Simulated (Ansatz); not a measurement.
Crystal: Li2O.

```xyz
3
Lattice="0.0000 2.3269 2.3269 2.3269 0.0000 2.3269 2.3269 2.3269 0.0000" Properties=species:S:1:pos:R:3 pbc="T T T"
O     0.0000    0.0000    0.0000
Li    1.1634    1.1634    1.1634
Li    3.4903    3.4903    3.4903
```

The cell comes from a database or a generator and needn't be the stable form of this composition.

Base run:

- Program: Ansatz 0.2.0
- Functional: LDA
- Potentials or basis: Ansatz PAW
- Cutoff: 420 eV (not typed: the program's choice for these potentials)
- k mesh: 10 × 10 × 10
- Occupations: fermi-dirac, width 0.05 eV
- Spin: no spin polarisation

Its results: band gap on the k mesh 4.77 eV, indirect (least direct gap 5.08 eV); pressure -8.0 GPa.

Question: After a change of settings the same cell gave: band gap on the k mesh 4.95 eV, indirect (least direct gap 5.11 eV); pressure -1.4 GPa. Which change was it?
A. functional from LDA to r2SCAN; cutoff from 420 eV (not typed: the program's choice for these potentials) to 500 eV (not typed: the program's choice for these potentials)
B. functional from LDA to PBE
C. functional from LDA to PBEsol

Answer: B.

PBE binds less tightly than LDA, so the same cell stands under more pressure.

Caveats: the PAW data sets come from PBE, with cores solved anew for the run's functional, which leaves a small shift of forces and pressure (some runs).
